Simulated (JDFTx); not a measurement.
Si2Ni:

```
CELL_PARAMETERS angstrom
0.00000 2.70300 2.70300
2.70300 0.00000 2.70300
2.70300 2.70300 0.00000
ATOMIC_POSITIONS crystal
Ni 0.00000 0.00000 0.00000
Si 0.75000 0.75000 0.75000
Si 0.25000 0.25000 0.25000
```

Base run:

| Property | Result |
| --- | --- |
| Program | JDFTx 1.7.0 (patched build) |
| Functional | PBE |
| Potentials or basis | PseudoDojo-SR-PBE-0.5-standard |
| Cutoff | 1333 eV |
| Density cutoff | 10667 eV |
| k mesh | 9 × 9 × 9 |
| Occupations | fermi-dirac, width 0.05 eV |
| Spin | collinear spin, ferromagnetic start |
| Starting moments | [1.0, 0.0, 0.0] μB |

Its results: band gap on the k mesh none (metal or under the smearing width); pressure 3.9 GPa; net moment 0.00 μB per cell.

Task: The run is repeated on the same cell with these changes: functional from PBE to PBEsol; potentials or basis from PseudoDojo-SR-PBE-0.5-standard to PseudoDojo-SR-PBEsol-0.4.1-standard with smoothed tails. What comes out?

Result: Band gap on the k mesh none (metal or under the smearing width); pressure -1.0 GPa; net moment 0.00 μB per cell.

Caveats: the empty levels aren't tightly converged (some runs).

Not every run made on this cell is shown here.
